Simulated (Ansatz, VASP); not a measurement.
**Si2W: VASP beside Ansatz**

```xyz
3
Lattice="-1.6060 1.6060 3.9400 1.6060 -1.6060 3.9400 1.6060 1.6060 -3.9400" Properties=species:S:1:pos:R:3 pbc="T T T"
Si    0.0000    0.0000    2.6240
Si    0.0000    0.0000    5.2560
W     0.0000    0.0000    0.0000
```

Alike in both runs: task single point; functional PBEsol; k mesh 8 × 8 × 8; occupations gaussian, width 0.1 eV; no spin polarisation.

|  | VASP | Ansatz |
| --- | --- | --- |
| version | VASP 6.6.1 | Ansatz 0.2.0 |
| potentials or method | VASP PAW PBE potentials, release 64 (Si, W_sv) | scalar-relativistic, plane waves, PAW |
| plane-wave cutoff (eV) | 520 | 420 |
| valence electrons in the cell | 22 | 22 |

```csv
,VASP,Ansatz,Ansatz less VASP
gap on the k mesh at the Fermi level (eV),none,none,-
pressure (GPa),-3.2,-3.5,-0.33
largest component of the traceless stress (GPa),2.03,2.00,-0.031
rms of the force components (eV/Å),0.141,0.143,+0.0019
```

Atom by atom the forces differ by 0.002 eV/Å (rms over components). A gap of «none» marks a metal or a gap that the smearing closes. With one functional, cell and mesh, what is left measures potentials, basis and numerics.

Caveats: the PAW data sets were made with another functional, which shifts forces and pressure a little (VASP). Spin-orbit coupling is left out, which matters for the levels of W.
